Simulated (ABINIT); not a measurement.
# TiTe2 (P-3m1) in ABINIT: settings compared, part 3 of 3

ABINIT 10.8.3 (patched build). Earlier steps stand in the parts before.

### 5 Band structure, LDA-PZ

run.abi

```
# Datasets: ground state, then fixed potential
ndtset 2

# Pseudopotentials
pp_dirpath "./"
pseudos "Te.LDA_PW-JTH.xml, Ti.LDA_PW-JTH.xml"

# Structure
acell 3*1.0
rprim
     7.1374955727     0.0000000000     0.0000000000
    -3.5687477864     6.1812524854     0.0000000000
     0.0000000000     0.0000000000    12.2794403578
ntypat 2
znucl 52 22
natom 3
typat 1 1 2
xcart
    -0.0000000002     2.1806519668     4.7903256000
     1.8885000002     1.0903259833     1.7076744000
     0.0000000000     0.0000000000     0.0000000000 Angstrom

# Plane-wave basis
ecut 15.0
pawecutdg 30.0

# Exchange and correlation
ixc 2

# Bands and occupations
occopt 3
tsmear 0.00183747

# SCF cycle
nstep 100

# Output
iomode 3
prtwf 0
prteig 0
prtebands 0
enunit 1
prtden1 1

# Dataset 1
kptopt1 1
ngkpt1 8 8 4
nshiftk1 1
shiftk1 0.0 0.0 0.0
nband1 16
tolvrs1 1.0e-9

# Dataset 2: bands along G-M-K-G-A-L-H-A
iscf2 -2
getden2 1
nband2 22
nbdbuf2 4
tolwfr2 1.0e-11
kptopt2 -7
ndivsm2 6
prteig2 1
kptbounds2
     0.0000000000     0.0000000000     0.0000000000
     0.5000000000     0.0000000000     0.0000000000
     0.3333333333     0.3333333333     0.0000000000
     0.0000000000     0.0000000000     0.0000000000
     0.0000000000     0.0000000000     0.5000000000
     0.5000000000     0.0000000000     0.5000000000
     0.3333333333     0.3333333333     0.5000000000
     0.0000000000     0.0000000000     0.5000000000
```

Potentials or basis: JTH PAW LDA v2.0.

Launch:

```sh
$ abinit run.abi > log 2>&1
```

run.abo:

```text
.Version 10.8.3 of ABINIT
 DATASET    1 : space group P-3 m 1 (#164); Bravais hP (primitive hexag.)
================================================================================
 Values of the parameters that define the memory need for DATASET  1.
     intxc =       0    ionmov =       0      iscf =      17    lmnmax =      18
     lnmax =       6     mgfft =      45  mpssoang =       3    mqgrid =    3028
     natom =       3  nloc_mem =       2    nspden =       1   nspinor =       1
    nsppol =       1      nsym =      12    n1xccc =       1    ntypat =       2
    occopt =       3   xclevel =       1
       mpw =        1515          nfft =       32805          nkpt =          35
 PAW method is used; the additional fine FFT grid is defined by:
   mgfftf=        64    nfftf =     82944
================================================================================
================================================================================

 DATASET    2 : space group P-3 m 1 (#164); Bravais hP (primitive hexag.)
================================================================================
 Values of the parameters that define the memory need for DATASET  2.
     intxc =       0    ionmov =       0      iscf =      -2    lmnmax =      18
     lnmax =       6     mgfft =      45  mpssoang =       3    mqgrid =    3028
     natom =       3  nloc_mem =       2    nspden =       1   nspinor =       1
    nsppol =       1      nsym =      12    n1xccc =       1    ntypat =       2
    occopt =       3   xclevel =       1
       mpw =        1527          nfft =       32805          nkpt =          73
 PAW method is used; the additional fine FFT grid is defined by:
   mgfftf=        64    nfftf =     82944
================================================================================
================================================================================

--------------------------------------------------------------------------------
------------- Echo of variables that govern the present computation ------------
--------------------------------------------------------------------------------
 -outvars: echo values of preprocessed input variables --------
            acell      1.0000000000E+00  1.0000000000E+00  1.0000000000E+00 Bohr
              amu      1.27600000E+02  4.78800000E+01
             ecut      1.50000000E+01 Hartree
           enunit           1
           getden1          0
           getden2          1
             iscf1         17
             iscf2         -2
                       outvar_i_n : Printing only first  50 k-points.
              ixc           2
           jdtset        1    2
                       outvar_i_n : Printing only first  50 k-points.
           kptopt1          1
           kptopt2         -7
         kptrlatt        8    0    0      0    8    0      0    0    4
          kptrlen1     4.91177614E+01
          kptrlen2     3.00000000E+01
            natom           3
            nband1         16
            nband2         22
           nbdbuf1          0
           nbdbuf2          4
           ndtset           2
           ndivsm1          0
           ndivsm2          6
            ngfft          27      27      45
          ngfftdg          36      36      64
             nkpt1         35
             nkpt2         73
            nstep         100
             nsym          12
           ntypat           2
           occopt           3
        pawecutdg      3.00000000E+01 Hartree
        prtebands           0
           prteig1          0
           prteig2          1
            prtwf           0
[... 859 lines left out ...]
  9.0311E-02  1.2404E-01  1.2404E-01  1.7450E-01

--- !ResultsGS
iteration_state: {dtset: 2, }
comment   : Summary of ground state results
lattice_vectors:
- [  7.1374956,   0.0000000,   0.0000000, ]
- [ -3.5687478,   6.1812525,   0.0000000, ]
- [  0.0000000,   0.0000000,  12.2794404, ]
lattice_lengths: [   7.13750,    7.13750,   12.27944, ]
lattice_angles: [ 90.000,  90.000, 120.000, ] # degrees, (23, 13, 12)
lattice_volume:   5.4175248E+02
convergence: {deltae:  0.000E+00, res2:  0.000E+00, residm:  9.993E-12, diffor:  0.000E+00, }
etotal    :  -7.56633756E+01
entropy   :   0.00000000E+00
fermie    :  -1.66410862E-01
cartesian_stress_tensor: null
pressure_GPa: null
xred      :
- [  3.3333E-01,   6.6667E-01,   7.3720E-01, Te]
- [  6.6667E-01,   3.3333E-01,   2.6280E-01, Te]
- [  0.0000E+00,   0.0000E+00,   0.0000E+00, Ti]
cartesian_forces: null
force_length_stats: {min: null, max: null, mean: null, }
...

 Integrated electronic density in atomic spheres:
 ------------------------------------------------
 Atom  Sphere_radius  Integrated_density
    1        2.31107          3.16502082
    2        2.31107          3.16502082
    3        2.30803         10.10378799

================================================================================

 ----iterations are completed or convergence reached----

 Mean square residual over all n,k,spin=   48.583E-13; max=  99.933E-13
 reduced coordinates (array xred) for    3 atoms
       0.333333333333      0.666666666667      0.737200000161
       0.666666666667      0.333333333333      0.262799999839
       0.000000000000      0.000000000000      0.000000000000

 cartesian coordinates (angstrom) at end:
    1     -0.00000000001764     2.18065196526143     4.79032559779101
    2      1.88849999870695     1.09032598263071     1.70767439779101
    3      0.00000000000000     0.00000000000000     0.00000000000000
 length scales=  1.000000000000  1.000000000000  1.000000000000 bohr
              =  0.529177210544  0.529177210544  0.529177210544 angstroms
 Eigenvalues (   eV  ) for nkpt=  73  k points:
 kpt#   1, nband= 22, wtk=  1.00000, kpt=  0.0000  0.0000  0.0000 (reduced coord)
 -61.38280  -37.94763  -37.94763  -37.91623  -16.95856  -15.47191   -9.72416   -6.16914
  -6.16914   -4.18774   -4.12131   -4.12131   -3.92298   -3.43841   -3.43841   -1.45012
  -1.45012    0.64528    1.24736    3.49884    3.49884    4.77146
 kpt#   2, nband= 22, wtk=  1.00000, kpt=  0.0417  0.0000  0.0000 (reduced coord)
 -61.38275  -37.94838  -37.94781  -37.91608  -16.93934  -15.46205   -9.70047   -6.22179
  -6.16596   -4.26505   -4.19305   -4.16987   -3.93058   -3.46894   -3.39574   -1.53245
  -1.45712    0.81959    1.36421    3.40838    3.57674    4.81089
 kpt#   3, nband= 22, wtk=  1.00000, kpt=  0.0833  0.0000  0.0000 (reduced coord)
 -61.38260  -37.95056  -37.94832  -37.91562  -16.88208  -15.43298   -9.62976   -6.36920
  -6.15712   -4.61829   -4.36138   -4.19058   -3.97998   -3.50685   -3.31498   -1.68500
  -1.47026    1.21602    1.67027    3.21541    3.79788    4.91799
 kpt#   4, nband= 22, wtk=  1.00000, kpt=  0.1250  0.0000  0.0000 (reduced coord)
 -61.38235  -37.95402  -37.94913  -37.91489  -16.78803  -15.38625   -9.51312   -6.58857
  -6.14478   -5.14672   -4.56621   -4.22061   -4.11654   -3.50904   -3.25427   -1.77529
  -1.47272    1.59040    2.04948    3.10375    4.11814    4.46235
 kpt#   5, nband= 22, wtk=  1.00000, kpt=  0.1667  0.0000  0.0000 (reduced coord)
[... 261 lines left out ...]
  -6.10888   -5.95909   -5.21438   -4.78925   -3.93914   -3.32614   -2.90531   -1.85733
  -1.39942    2.04281    2.62340    3.21805    3.34940    4.15562
 kpt#  71, nband= 22, wtk=  1.00000, kpt=  0.0476  0.0476  0.5000 (reduced coord)
 -61.38260  -37.95048  -37.94832  -37.91565  -16.37473  -16.17666   -7.74688   -7.31798
  -6.09772   -6.02472   -4.72086   -4.50606   -3.92755   -3.47597   -3.07586   -1.49400
  -1.18403    1.64168    2.69546    3.16231    3.56472    3.90600
 kpt#  72, nband= 22, wtk=  1.00000, kpt=  0.0238  0.0238  0.5000 (reduced coord)
 -61.38275  -37.94836  -37.94780  -37.91610  -16.42806  -16.21670   -7.79431   -7.20586
  -6.10068   -6.08047   -4.29770   -4.26191   -3.87808   -3.64580   -3.30810   -1.15592
  -1.05005    1.29313    2.54262    3.27954    3.45891    4.27206
 kpt#  73, nband= 22, wtk=  1.00000, kpt=  0.0000  0.0000  0.5000 (reduced coord)
 -61.38280  -37.94763  -37.94763  -37.91626  -16.44601  -16.23017   -7.81072   -7.16466
  -6.10291   -6.10291   -4.13527   -4.13527   -3.74829   -3.74829   -3.51278   -1.00528
  -1.00528    1.13959    2.45750    3.37524    3.37524    4.74830

== END DATASET(S) ==============================================================
================================================================================

 -outvars: echo values of variables after computation  --------
            acell      1.0000000000E+00  1.0000000000E+00  1.0000000000E+00 Bohr
           etotal1    -7.5663375625E+01
            fcart1    -4.7156688150E-29 -2.1236222746E-28  5.4121460448E-03
                       5.6588025780E-29  2.6136889533E-28 -5.4121460448E-03
                      -9.4313376300E-30 -4.9006667875E-29 -0.0000000000E+00
            rprim      7.1374955727E+00  0.0000000000E+00  0.0000000000E+00
                      -3.5687477864E+00  6.1812524854E+00  0.0000000000E+00
                       0.0000000000E+00  0.0000000000E+00  1.2279440358E+01
           strten1     1.3477628890E-04  1.3477628863E-04  1.2901854862E-04
                       0.0000000000E+00  0.0000000000E+00  1.6180009900E-13
           xangst     -1.7638814034E-11  2.1806519653E+00  4.7903255978E+00
                       1.8884999987E+00  1.0903259826E+00  1.7076743978E+00
                       0.0000000000E+00  0.0000000000E+00  0.0000000000E+00
             xred      3.3333333333E-01  6.6666666667E-01  7.3720000016E-01
                       6.6666666667E-01  3.3333333333E-01  2.6279999984E-01
                       0.0000000000E+00  0.0000000000E+00  0.0000000000E+00
 Calculation completed.
```

It took 1.8 min on 1 thread of Intel Xeon at 2.70GHz, shared host; peak memory 0.12 GiB.

Results:

```
Free energy                                           : -2058.9053 eV
Pressure                                              : -3.9 GPa
Largest force                                         : 0.278 eV/Å
Band gap on the k mesh                                : none (metal or under the smearing width)
Valence electrons inside the program's atomic spheres : Te 3.17; Ti 10.10
```

Forces on the atoms (eV/Å):
```
Te   0.000  0.000  0.278
Te   0.000  0.000 -0.278
Ti   0.000  0.000  0.000
```

Stress tensor (GPa, compression positive):
```
-3.97  0.00  0.00
 0.00 -3.97  0.00
 0.00  0.00 -3.80
```

Levels at the corners of the path, in eV from the Fermi level:
| point | band 8 | band 9 | band 10 | band 11 | band 12 | band 13 | band 14 | band 15 | band 16 | band 17 |
| --- | --- | --- | --- | --- | --- | --- | --- | --- | --- | --- |
| Γ | -1.64 | -1.64 | 0.34 | 0.41 | 0.41 | 0.61 | 1.09 | 1.09 | 3.08 | 3.08 |
| M | -3.63 | -2.67 | -2.38 | -1.71 | -1.08 | 0.02 | 1.15 | 1.46 | 2.44 | 3.39 |
| K | -3.63 | -3.63 | -2.31 | -2.30 | -2.30 | 0.96 | 1.42 | 1.42 | 2.10 | 2.10 |
| Γ | -1.64 | -1.64 | 0.34 | 0.41 | 0.41 | 0.61 | 1.09 | 1.09 | 3.08 | 3.08 |
| A | -2.64 | -1.57 | -1.57 | 0.39 | 0.39 | 0.78 | 0.78 | 1.02 | 3.52 | 3.52 |
| L | -4.49 | -2.38 | -1.98 | -0.92 | -0.56 | -0.27 | 1.15 | 1.44 | 2.64 | 3.52 |
| H | -4.02 | -3.66 | -3.18 | -1.67 | -1.67 | 0.97 | 0.99 | 0.99 | 3.06 | 3.06 |
| A | -2.64 | -1.57 | -1.57 | 0.39 | 0.39 | 0.78 | 0.78 | 1.02 | 3.52 | 3.52 |

Caveat: spin-orbit coupling is left out, which moves the levels of the heavy elements.

### 6 Summary

| task | level | potentials or basis | gap on the mesh (eV) | pressure (GPa) | largest force (eV/Å) |
| --- | --- | --- | --- | --- | --- |
| band structure | BP86 | JTH PAW PBE v2.0 | none | 1.7 | 0.01 |
| band structure | WC | JTH PAW PBE v2.0 | none | -1.8 | 0.07 |
| equation of state | LDA-PZ | JTH PAW LDA v2.0 | - | - | - |
| band structure | LDA-PZ | JTH PAW LDA v2.0 | none | -3.9 | 0.28 |

Alike in all rows: no spin polarisation; cell as given; k mesh 8 × 8 × 4; cutoff (eV) 408; smearing fermi-dirac 0.05 eV.

Caveats: spin-orbit coupling is left out, which moves the levels of the heavy elements (some runs); the PAW data sets were made with another functional, which shifts forces and pressure a little (some runs); this functional lacks dispersion, which binds the layers, so the pressure and a relaxed spacing across them are unreliable (some runs); pressures at fixed basis lie under the slope of the energies (some runs).

Absolute energies hang on the potentials; compare differences alone.
